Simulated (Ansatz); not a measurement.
Born–Oppenheimer molecular dynamics of a periodic cell of 40 atoms, CF4 (packed as 8 CF4, density as packed 1.61 g/cm³ with natural masses). It starts from a partly relaxed structure (largest force component 0.22 eV/Å).

Theory: DFT PBE-D3(BJ), scalar-relativistic, plane waves, PAW in Ansatz. Settings: accuracy low, cutoff 420 eV, k mesh 1x1x1, fermi-dirac smearing 0.02 eV, no spin polarisation.

```yaml
ensemble: NVT, Langevin thermostat
time_step: 1 fs
steps_asked: 300
set_temperature: 400 K
friction: 0.02 /fs
seed: 655569
```

Frames 2 fs apart, positions in Å, forces in eV/Å.

Velocities at 60 fs (Å/ps):

```
C -1.38 -13.63 11.59
F 1.26 -0.53 7.06
F 1.17 5.14 -2.18
F 2.65 -0.10 -3.32
F -1.31 -1.52 0.18
C -4.26 -1.79 -7.48
F 6.51 0.69 -1.09
F -6.81 -8.10 5.21
F 3.18 -2.18 2.56
F -5.05 4.09 0.54
C -0.83 4.68 -2.28
F 5.67 1.66 0.69
F -5.15 -3.55 6.25
F -4.78 -4.71 1.30
F -3.86 -2.17 2.60
C 4.74 1.20 1.26
F 1.35 -12.85 -2.41
F 1.42 0.87 11.56
F 0.92 0.84 1.06
F -3.13 -3.30 2.21
C 5.58 -2.77 -5.92
F -3.46 2.39 0.16
F 1.27 -3.45 4.25
F 2.67 -4.53 0.84
F 4.53 4.56 2.98
C -3.23 13.87 -5.13
F 0.03 3.52 1.99
F 0.97 -1.29 -3.95
F -0.10 3.04 4.60
F -2.65 11.59 6.61
C -4.59 -0.14 1.00
F -0.46 1.17 3.16
F -0.73 3.83 1.44
F 4.98 -8.26 -3.87
F 0.60 -1.67 0.93
C -1.20 0.73 2.19
F -0.13 -1.45 -3.20
F -1.05 -5.72 3.16
F -1.08 1.61 9.18
F -2.67 4.53 1.80
```

```xyz
40
Lattice="8.9959 0.0000 0.0000 0.0000 8.9959 0.0000 0.0000 0.0000 8.9959" Properties=species:S:1:pos:R:3:forces:R:3 time_fs=60 energy_less_start_eV=1.123 T=394
C 9.417 2.985 5.912 -0.80 -1.90 -1.42
F 8.425 2.909 4.940 0.70 -0.58 1.07
F 9.702 1.715 6.426 -0.91 1.94 -0.41
F 10.499 3.393 5.298 0.72 0.56 0.12
F 8.980 3.819 6.821 0.29 0.05 0.69
C 4.072 5.195 8.915 0.13 0.85 -1.27
F 4.790 6.062 8.115 -0.10 -0.94 1.05
F 4.828 4.553 9.806 0.17 -0.01 -0.69
F 3.187 5.914 9.586 -0.49 0.13 0.12
F 3.454 4.350 8.062 0.25 -0.04 0.75
C 0.451 2.693 1.491 0.94 -1.80 -0.73
F 1.212 3.751 1.674 -0.22 0.90 0.53
F -0.831 2.866 1.666 -1.04 1.41 -0.66
F 0.754 2.232 0.247 -0.60 0.29 0.07
F 0.749 1.729 2.346 1.19 -0.52 0.94
C 2.284 8.026 5.131 -0.15 -0.17 0.91
F 2.849 7.981 6.347 -0.36 -0.09 0.22
F 0.980 8.341 5.235 0.47 0.08 -0.15
F 2.955 8.935 4.438 -0.24 0.16 -0.65
F 2.376 6.822 4.582 0.16 -0.22 -0.46
C 7.293 5.841 4.005 2.36 -0.13 0.60
F 7.177 6.983 3.409 -0.87 1.97 -0.81
F 8.625 5.540 3.921 -0.22 -0.47 0.21
F 6.974 5.948 5.287 -0.40 -0.14 0.42
F 6.595 4.933 3.399 -0.92 -1.12 -0.40
C 8.474 7.715 0.360 -0.56 0.42 -0.11
F 9.187 7.901 -0.757 -0.56 -0.36 -0.14
F 8.455 8.909 0.996 -0.10 -1.07 0.16
F 7.179 7.342 0.130 1.06 0.38 -0.29
F 9.042 6.739 1.067 0.09 0.37 0.27
C 4.724 1.030 1.590 -0.73 2.03 -2.11
F 5.811 1.694 1.121 -0.54 -0.32 -0.12
F 4.160 1.841 2.508 -0.14 -0.76 -0.34
F 3.847 0.759 0.547 0.50 1.04 0.97
F 5.071 -0.108 2.030 0.76 -2.00 1.69
C 5.705 0.943 6.496 -2.00 -0.16 0.19
F 6.461 1.735 7.219 1.00 0.10 -0.05
F 5.274 -0.078 7.291 0.34 0.67 -0.81
F 4.624 1.712 6.104 0.83 -1.00 0.08
F 6.303 0.428 5.415 0.01 0.44 0.52
40
Lattice="8.9959 0.0000 0.0000 0.0000 8.9959 0.0000 0.0000 0.0000 8.9959" Properties=species:S:1:pos:R:3:forces:R:3 time_fs=62 energy_less_start_eV=1.095 T=386
C 9.413 2.955 5.931 -0.27 -0.42 -2.23
F 8.429 2.906 4.954 0.53 -0.80 0.96
F 9.705 1.727 6.423 -0.79 1.15 -0.03
F 10.505 3.394 5.292 0.19 0.22 0.53
F 8.979 3.813 6.822 0.34 -0.08 0.83
C 4.060 5.193 8.898 0.76 0.86 -0.31
F 4.804 6.063 8.116 -0.37 -1.15 1.08
F 4.815 4.538 9.816 -0.04 0.18 -1.17
F 3.192 5.910 9.592 -0.56 0.25 -0.06
F 3.442 4.357 8.063 0.17 -0.15 0.44
C 0.450 2.700 1.488 0.76 -2.09 -0.27
F 1.222 3.753 1.674 -0.49 0.65 0.40
F -0.843 2.859 1.677 -0.56 1.49 -0.78
F 0.746 2.224 0.249 -0.60 0.43 0.12
F 0.745 1.727 2.354 1.16 -0.21 0.67
C 2.295 8.028 5.135 -0.59 -0.57 0.85
F 2.853 7.956 6.343 -0.12 0.08 0.43
F 0.983 8.344 5.259 0.66 0.08 -0.27
F 2.955 8.939 4.442 -0.21 0.11 -0.60
F 2.371 6.814 4.587 0.15 0.07 -0.54
C 7.304 5.835 3.996 2.24 0.64 1.22
F 7.168 6.991 3.407 -0.61 1.50 -0.59
F 8.631 5.534 3.929 -0.24 -0.34 0.04
F 6.977 5.938 5.290 -0.28 -0.09 0.15
F 6.602 4.942 3.405 -1.17 -1.60 -0.80
C 8.466 7.742 0.351 -0.32 -0.68 0.47
F 9.188 7.906 -0.752 -0.48 -0.26 -0.49
F 8.455 8.905 0.991 -0.17 -0.26 0.38
F 7.181 7.348 0.139 0.85 0.45 -0.50
F 9.037 6.761 1.081 0.06 0.48 0.05
C 4.715 1.034 1.590 -0.20 1.54 -1.89
F 5.811 1.698 1.130 -0.69 -0.37 -0.11
F 4.157 1.846 2.513 -0.20 -0.89 -0.50
F 3.858 0.746 0.540 0.39 1.15 1.06
F 5.074 -0.114 2.035 0.54 -1.45 1.54
C 5.698 0.943 6.502 -1.91 -0.35 0.09
F 6.462 1.732 7.211 1.11 0.18 0.20
F 5.273 -0.089 7.297 0.39 0.84 -0.88
F 4.623 1.713 6.122 0.63 -0.97 0.03
F 6.297 0.436 5.417 -0.05 0.36 0.49
40
Lattice="8.9959 0.0000 0.0000 0.0000 8.9959 0.0000 0.0000 0.0000 8.9959" Properties=species:S:1:pos:R:3:forces:R:3 time_fs=64 energy_less_start_eV=1.164 T=358
C 9.412 2.924 5.945 -0.09 1.43 -2.88
F 8.435 2.903 4.968 0.33 -1.03 0.76
F 9.707 1.739 6.420 -0.55 0.01 0.46
F 10.510 3.397 5.286 -0.13 -0.07 0.81
F 8.976 3.808 6.823 0.44 -0.27 0.90
C 4.051 5.193 8.882 1.19 0.89 0.64
F 4.821 6.061 8.124 -0.59 -1.26 0.99
F 4.805 4.526 9.822 -0.16 0.27 -1.53
F 3.196 5.905 9.599 -0.59 0.36 -0.25
F 3.428 4.364 8.065 0.11 -0.24 0.12
C 0.447 2.701 1.490 0.60 -1.96 0.00
F 1.233 3.757 1.674 -0.83 0.30 0.31
F -0.860 2.855 1.685 0.11 1.43 -0.83
F 0.737 2.220 0.251 -0.62 0.49 0.24
F 0.748 1.728 2.364 1.02 0.01 0.43
C 2.306 8.029 5.141 -1.03 -0.84 0.62
F 2.856 7.931 6.338 0.18 0.25 0.78
F 0.988 8.345 5.281 0.78 0.10 -0.35
F 2.954 8.946 4.445 -0.20 0.00 -0.49
F 2.367 6.808 4.594 0.16 0.26 -0.68
C 7.319 5.830 3.988 1.85 1.26 1.62
F 7.159 7.001 3.403 -0.33 0.93 -0.35
F 8.637 5.530 3.939 -0.17 -0.23 -0.15
F 6.982 5.929 5.291 -0.17 0.00 -0.03
F 6.609 4.946 3.410 -1.24 -1.85 -1.08
C 8.453 7.767 0.346 0.20 -1.71 0.71
F 9.188 7.911 -0.748 -0.50 -0.16 -0.66
F 8.453 8.902 0.989 -0.27 0.59 0.63
F 7.185 7.351 0.147 0.48 0.49 -0.69
F 9.031 6.780 1.093 0.04 0.52 -0.08
C 4.705 1.041 1.585 0.48 0.68 -1.29
F 5.812 1.701 1.135 -0.86 -0.41 -0.10
F 4.154 1.847 2.518 -0.23 -0.96 -0.68
F 3.870 0.738 0.536 0.22 1.23 1.00
F 5.079 -0.124 2.043 0.22 -0.56 1.17
C 5.688 0.942 6.506 -1.54 -0.35 0.05
F 6.465 1.730 7.205 1.12 0.16 0.34
F 5.273 -0.096 7.299 0.35 0.90 -0.90
F 4.624 1.718 6.138 0.38 -0.95 -0.04
F 6.291 0.444 5.417 -0.15 0.29 0.47
40
Lattice="8.9959 0.0000 0.0000 0.0000 8.9959 0.0000 0.0000 0.0000 8.9959" Properties=species:S:1:pos:R:3:forces:R:3 time_fs=66 energy_less_start_eV=1.291 T=316
C 9.414 2.900 5.952 -0.22 3.11 -3.18
F 8.440 2.898 4.986 0.09 -1.21 0.41
F 9.709 1.748 6.417 -0.24 -1.16 0.95
F 10.514 3.396 5.281 -0.24 -0.23 0.94
F 8.971 3.804 6.823 0.61 -0.43 0.93
C 4.050 5.192 8.872 1.29 0.88 1.29
F 4.836 6.053 8.136 -0.65 -1.23 0.83
F 4.797 4.516 9.826 -0.17 0.24 -1.67
F 3.202 5.901 9.605 -0.60 0.47 -0.35
F 3.415 4.373 8.067 0.09 -0.35 -0.13
C 0.447 2.695 1.496 0.38 -1.48 0.03
F 1.243 3.761 1.676 -1.13 -0.10 0.23
F -0.875 2.857 1.692 0.73 1.29 -0.84
F 0.727 2.217 0.252 -0.61 0.49 0.41
F 0.750 1.730 2.374 0.91 0.08 0.30
C 2.310 8.027 5.146 -1.18 -0.93 0.27
F 2.858 7.908 6.331 0.46 0.40 1.14
F 0.993 8.349 5.302 0.78 0.11 -0.43
F 2.953 8.953 4.445 -0.29 -0.23 -0.31
F 2.362 6.801 4.600 0.12 0.43 -0.80
C 7.342 5.830 3.983 0.94 1.32 1.79
F 7.149 7.010 3.399 -0.02 0.48 -0.15
F 8.644 5.526 3.949 0.03 -0.10 -0.31
F 6.986 5.923 5.292 -0.01 0.10 -0.20
F 6.615 4.944 3.417 -1.00 -1.69 -1.11
C 8.438 7.785 0.345 0.80 -2.46 0.77
F 9.188 7.915 -0.745 -0.57 -0.10 -0.75
F 8.453 8.899 0.989 -0.37 1.38 0.90
F 7.189 7.357 0.154 0.00 0.47 -0.87
F 9.024 6.798 1.103 0.07 0.45 -0.13
C 4.694 1.051 1.574 1.24 -0.18 -0.49
F 5.814 1.702 1.137 -1.02 -0.41 -0.09
F 4.150 1.845 2.523 -0.26 -0.96 -0.90
F 3.885 0.732 0.535 -0.07 1.27 0.77
F 5.083 -0.136 2.051 -0.06 0.25 0.80
C 5.674 0.938 6.510 -0.85 -0.16 -0.02
F 6.468 1.729 7.197 1.01 0.04 0.43
F 5.273 -0.101 7.298 0.26 0.87 -0.84
F 4.627 1.723 6.154 0.04 -0.91 -0.12
F 6.287 0.452 5.416 -0.30 0.21 0.47
40
Lattice="8.9959 0.0000 0.0000 0.0000 8.9959 0.0000 0.0000 0.0000 8.9959" Properties=species:S:1:pos:R:3:forces:R:3 time_fs=68 energy_less_start_eV=1.372 T=280
C 9.416 2.887 5.952 -0.29 4.02 -3.11
F 8.445 2.892 5.004 -0.19 -1.31 -0.02
F 9.713 1.755 6.417 -0.01 -1.92 1.26
F 10.516 3.394 5.276 -0.28 -0.26 0.98
F 8.965 3.797 6.824 0.76 -0.45 0.95
C 4.055 5.190 8.873 0.97 0.71 1.42
F 4.848 6.041 8.149 -0.61 -1.12 0.68
F 4.789 4.508 9.826 -0.04 0.14 -1.61
F 3.205 5.895 9.610 -0.58 0.60 -0.36
F 3.401 4.378 8.069 0.22 -0.31 -0.17
C 0.448 2.684 1.507 0.13 -0.84 -0.17
F 1.252 3.763 1.681 -1.36 -0.46 0.18
F -0.888 2.860 1.696 1.25 1.11 -0.77
F 0.716 2.216 0.256 -0.55 0.45 0.62
F 0.755 1.734 2.388 0.82 0.01 0.27
C 2.305 8.023 5.154 -0.87 -0.78 -0.17
F 2.861 7.890 6.325 0.64 0.47 1.43
F 0.999 8.355 5.321 0.62 0.09 -0.48
F 2.954 8.960 4.443 -0.51 -0.59 -0.04
F 2.356 6.793 4.604 0.02 0.58 -0.86
C 7.365 5.834 3.984 -0.23 1.05 1.66
F 7.140 7.018 3.396 0.30 0.04 0.05
F 8.652 5.521 3.962 0.18 0.02 -0.44
F 6.987 5.917 5.294 0.16 0.22 -0.30
F 6.617 4.937 3.423 -0.48 -1.21 -0.94
C 8.430 7.793 0.347 1.18 -2.59 0.70
F 9.186 7.919 -0.745 -0.64 -0.13 -0.68
F 8.453 8.900 0.989 -0.41 1.80 1.02
F 7.193 7.362 0.162 -0.41 0.40 -1.01
F 9.015 6.815 1.114 0.22 0.26 -0.11
C 4.688 1.057 1.565 1.72 -0.67 0.21
F 5.815 1.702 1.138 -1.09 -0.38 -0.11
F 4.148 1.839 2.527 -0.28 -0.91 -1.05
F 3.897 0.727 0.536 -0.36 1.27 0.46
F 5.084 -0.144 2.057 -0.18 0.65 0.58
C 5.653 0.936 6.510 0.12 -0.02 -0.04
F 6.470 1.729 7.186 0.90 -0.08 0.52
F 5.274 -0.104 7.294 0.09 0.75 -0.71
F 4.631 1.725 6.167 -0.54 -0.72 -0.27
F 6.279 0.460 5.415 -0.43 0.11 0.41
```

Of the whole run (300 fs, mean temperature of the second half 375 K): A run of 0.3 ps of so small a system gives no equilibrium averages. Limits of this set-up: coarse k mesh, low accuracy level.

Time of the run: 19 min on 2 threads of Arm Neoverse V1, with other jobs on the host, peak memory 0.72 GiB.
